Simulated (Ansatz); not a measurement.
# SnO2: the cost of one run

Computed with Ansatz 0.2.0 (DFT PBE, scalar-relativistic, plane waves, PAW, unless a step's input says otherwise).

## 1. The starting structure

The structure is orthorhombic, space group Pbcn (No. 60). Conventional cell: a = 4.735 Å, b = 5.751 Å, c = 5.247 Å, α = 90.00°, β = 90.00°, γ = 90.00°. Sn (site symmetry 2) is surrounded by 6 O at 2.04 to 2.11 Å. O (site symmetry 1) is surrounded by 3 Sn at 2.04 to 2.11 Å.

Structure file:

```xyz
48
Lattice="-4.7351 5.7509 5.2471 4.7351 -5.7509 5.2471 4.7351 5.7509 -5.2471" Properties=species:S:1:pos:R:3 pbc="T T T"
Sn   -2.3676    3.8269    3.9353
Sn    2.3676   -1.9240    3.9353
Sn    2.3676    3.8269   -1.3118
Sn    2.3676    3.8269    3.9353
Sn    0.0000    4.7994    1.3118
Sn    4.7351   -0.9515    1.3118
Sn    4.7351    4.7994   -3.9353
Sn    4.7351    4.7994    1.3118
Sn    2.3676    1.9240    1.3118
Sn    2.3676    1.9240    6.5589
Sn    2.3676    7.6749    1.3118
Sn    7.1027    1.9240    1.3118
Sn    0.0000    0.9515    3.9353
Sn    0.0000    0.9515    9.1824
Sn    0.0000    6.7024    3.9353
Sn    4.7351    0.9515    3.9353
O    -1.2770    3.4915    5.6596
O     3.4581   -2.2594    5.6596
O     3.4581    3.4915    0.4124
O     3.4581    3.4915    5.6596
O    -3.6446    5.1349    4.8347
O     1.0905   -0.6161    4.8347
O     1.0905    5.1349   -0.4124
O     1.0905    5.1349    4.8347
O    -1.0905    5.1349    3.0360
O     3.6446   -0.6161    3.0360
O     3.6446    5.1349   -2.2111
O     3.6446    5.1349    3.0360
O     1.2770    3.4915    2.2111
O     6.0122   -2.2594    2.2111
O     6.0122    3.4915   -3.0360
O     6.0122    3.4915    2.2111
O    -1.2770    2.2594    3.0360
O    -1.2770    2.2594    8.2831
O    -1.2770    8.0103    3.0360
O     3.4581    2.2594    3.0360
O     1.0905    0.6161    2.2111
O     1.0905    0.6161    7.4582
O     1.0905    6.3670    2.2111
O     5.8257    0.6161    2.2111
O     3.6446    0.6161    0.4124
O     3.6446    0.6161    5.6596
O     3.6446    6.3670    0.4124
O     8.3798    0.6161    0.4124
O     1.2770    2.2594   -0.4124
O     1.2770    2.2594    4.8347
O     1.2770    8.0103   -0.4124
O     6.0122    2.2594   -0.4124
```

The runs take a perfect supercell of 48 atoms; the defect goes to fractional position (0.843, 0.405, 0.169).

## 2. The perfect supercell

Input file input.yaml:

```yaml
crystal:
  lattice:
    - [-4.735146, 5.750912, 5.247114]
    - [4.735146, -5.750912, 5.247114]
    - [4.735146, 5.750912, -5.247114]
  atoms:
    - { symbol: Sn, position: [0.707724, 0.125, 0.082724] }
    - { symbol: Sn, position: [0.207724, 0.625, 0.082724] }
    - { symbol: Sn, position: [0.207724, 0.125, 0.582724] }
    - { symbol: Sn, position: [0.707724, 0.625, 0.582724] }
    - { symbol: Sn, position: [0.542276, 0.125, 0.417276] }
    - { symbol: Sn, position: [0.042276, 0.625, 0.417276] }
    - { symbol: Sn, position: [0.042276, 0.125, 0.917276] }
    - { symbol: Sn, position: [0.542276, 0.625, 0.917276] }
    - { symbol: Sn, position: [0.292276, 0.375, 0.417276] }
    - { symbol: Sn, position: [0.792276, 0.875, 0.417276] }
    - { symbol: Sn, position: [0.792276, 0.375, 0.917276] }
    - { symbol: Sn, position: [0.292276, 0.875, 0.917276] }
    - { symbol: Sn, position: [0.457724, 0.375, 0.082724] }
    - { symbol: Sn, position: [0.957724, 0.875, 0.082724] }
    - { symbol: Sn, position: [0.957724, 0.375, 0.582724] }
    - { symbol: Sn, position: [0.457724, 0.875, 0.582724] }
    - { symbol: O, position: [0.842864, 0.404454, 0.168714] }
    - { symbol: O, position: [0.342864, 0.904454, 0.168714] }
    - { symbol: O, position: [0.342864, 0.404454, 0.668714] }
    - { symbol: O, position: [0.842864, 0.904454, 0.668714] }
    - { symbol: O, position: [0.907136, 0.075851, 0.061591] }
    - { symbol: O, position: [0.407136, 0.575851, 0.061591] }
    - { symbol: O, position: [0.407136, 0.075851, 0.561591] }
    - { symbol: O, position: [0.907136, 0.575851, 0.561591] }
    - { symbol: O, position: [0.73574, 0.174149, 0.331286] }
    - { symbol: O, position: [0.23574, 0.674149, 0.331286] }
    - { symbol: O, position: [0.23574, 0.174149, 0.831286] }
    - { symbol: O, position: [0.73574, 0.674149, 0.831286] }
    - { symbol: O, position: [0.51426, 0.345546, 0.438409] }
    - { symbol: O, position: [0.01426, 0.845546, 0.438409] }
    - { symbol: O, position: [0.01426, 0.345546, 0.938409] }
    - { symbol: O, position: [0.51426, 0.845546, 0.938409] }
    - { symbol: O, position: [0.48574, 0.154454, 0.061591] }
    - { symbol: O, position: [0.98574, 0.654454, 0.061591] }
    - { symbol: O, position: [0.98574, 0.154454, 0.561591] }
    - { symbol: O, position: [0.48574, 0.654454, 0.561591] }
    - { symbol: O, position: [0.26426, 0.325851, 0.168714] }
    - { symbol: O, position: [0.76426, 0.825851, 0.168714] }
    - { symbol: O, position: [0.76426, 0.325851, 0.668714] }
    - { symbol: O, position: [0.26426, 0.825851, 0.668714] }
    - { symbol: O, position: [0.092864, 0.424149, 0.438409] }
    - { symbol: O, position: [0.592864, 0.924149, 0.438409] }
    - { symbol: O, position: [0.592864, 0.424149, 0.938409] }
    - { symbol: O, position: [0.092864, 0.924149, 0.938409] }
    - { symbol: O, position: [0.157136, 0.095546, 0.331286] }
    - { symbol: O, position: [0.657136, 0.595546, 0.331286] }
    - { symbol: O, position: [0.657136, 0.095546, 0.831286] }
    - { symbol: O, position: [0.157136, 0.595546, 0.831286] }
basis:
  ecutwfc: 420
  fft_grid_basis: typed
kpoints:
  mp_grid: { grid: [2, 2, 2] }
hamiltonian:
  xc: pbe
  pseudopotentials: { kind: paw }
scf:
  occupations: { method: gaussian, width: 0.05 }
output:
  forces: true
  stress: false
  eigenvalues: true
  bader: false
  write_density: true
  volumetric_format: npy
```

Command:

```sh
> ansatz run input.yaml --threads 4 --pin off --max-ram 10240MiB --backend cpu --events-out ev --progress --plain --runs-dir out
```

**Question.** How long does this run take on 4 threads of Arm Neoverse V1, shared host, and how much memory does it need?

About 16 s, with a peak of 3.1 GiB.
